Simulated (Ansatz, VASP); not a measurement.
**AlN in VASP and in Ansatz**

```xyz
4
Lattice="3.1925 0.0000 0.0000 -1.5962 2.7648 0.0000 0.0000 0.0000 4.6156" Properties=species:S:1:pos:R:3 pbc="T T T"
Al    0.0000    1.8432   -0.0542
Al    1.5963    0.9216    2.2536
N     0.0000    1.8432    1.8312
N     1.5963    0.9216    4.1390
```

Alike in both runs: functional PBE; k mesh 9 × 9 × 6; occupations gaussian, width 0.05 eV; no spin polarisation.

Ansatz relaxed the structure, and its values are those at the end. VASP's run is a single point on that final structure, the one shown.

|  | VASP | Ansatz |
| --- | --- | --- |
| version | VASP 6.6.1 | Ansatz 0.2.0 |
| potentials or method | VASP PAW PBE potentials, release 64 (Al, N) | scalar-relativistic, plane waves, PAW |
| plane-wave cutoff (eV) | 520 | 520 |
| valence electrons in the cell | 16 | 16 |

Ansatz gave:

* gap on the k mesh at the Fermi level (eV): 3.73
* least direct gap on the mesh (eV): 3.73
* pressure (GPa): 6.3
* rms of the force components (eV/Å): 0.003

Task: Estimate VASP's values.

Result: gap on the k mesh at the Fermi level (eV): 3.74; least direct gap on the mesh (eV): 3.74; pressure (GPa): 6.1; rms of the force components (eV/Å): 0.003.

Ansatz warned: «stress_scf_threshold_loose».
